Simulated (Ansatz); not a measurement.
# Sn: the cost of one run

Computed with Ansatz 0.2.0 (DFT PBEsol, all-electron LAPW, scalar-relativistic unless said, unless a step's input says otherwise).

### 1 The starting structure

Symmetry: Fd-3m, No. 227, cubic system. The conventional cell has a = 6.542 Å, b = 6.542 Å, c = 6.542 Å, α = 90.00°, β = 90.00°, γ = 90.00°. Around Sn (site symmetry -43m) lie 4 Sn at 2.83 Å.

Structure file:

```cif
data_structure
_symmetry_space_group_name_H-M 'Fd-3m:1'
_symmetry_Int_Tables_number 227
_cell_length_a 6.5422
_cell_length_b 6.5422
_cell_length_c 6.5422
_cell_angle_alpha 90.000
_cell_angle_beta 90.000
_cell_angle_gamma 90.000
_cell_volume 280.01
loop_
_atom_site_label
_atom_site_type_symbol
_atom_site_symmetry_multiplicity
_atom_site_Wyckoff_symbol
_atom_site_fract_x
_atom_site_fract_y
_atom_site_fract_z
_atom_site_occupancy
Sn1 Sn 8 a 0.50000 0.00000 0.50000 1
```

Cartesian axes are those of the input's lattice vectors. The structure goes back to a database entry.

### 2 Reference run, LAPW

File input.yaml:

```yaml
crystal:
  lattice:
    - [0.0, 3.27111155383, 3.27111155383]
    - [3.27111155383, 0.0, 3.27111155383]
    - [3.27111155383, 3.27111155383, 0.0]
  atoms:
    - { symbol: Sn, position: [0.5, 0.5, 0.5] }
    - { symbol: Sn, position: [0.75, 0.75, 0.75] }
kpoints:
  mp_grid: { grid: [10, 10, 10] }
scf:
  occupations: { method: fermi_dirac, width: 0.1 }
hamiltonian:
  xc: pbesol
  pseudopotentials: { kind: all_electron, lapw: { basis_error: 0.0005 } }
phonons:
  qmesh: [2, 2, 2]
  qpath:
    path:
      - [0.0, 0.0, 0.0]
      - [0.5, 0.0, 0.5]
      - [0.625, 0.25, 0.625]
      - [0.375, 0.375, 0.75]
      - [0.0, 0.0, 0.0]
      - [0.5, 0.5, 0.5]
      - [0.5, 0.25, 0.75]
      - [0.5, 0.0, 0.5]
    npoints: 6
  temperatures: { t_min: 0, t_max: 1000, t_step: 100 }
```

Command:

```sh
$ ansatz run input.yaml --threads 1 --pin off --max-ram 3072MiB --backend cpu --events-out ev --progress --plain --runs-dir out
```

What time and memory should one allow on 1 thread of Arm Neoverse V2, shared host?

About 30 min, with a peak of 1.5 GiB.
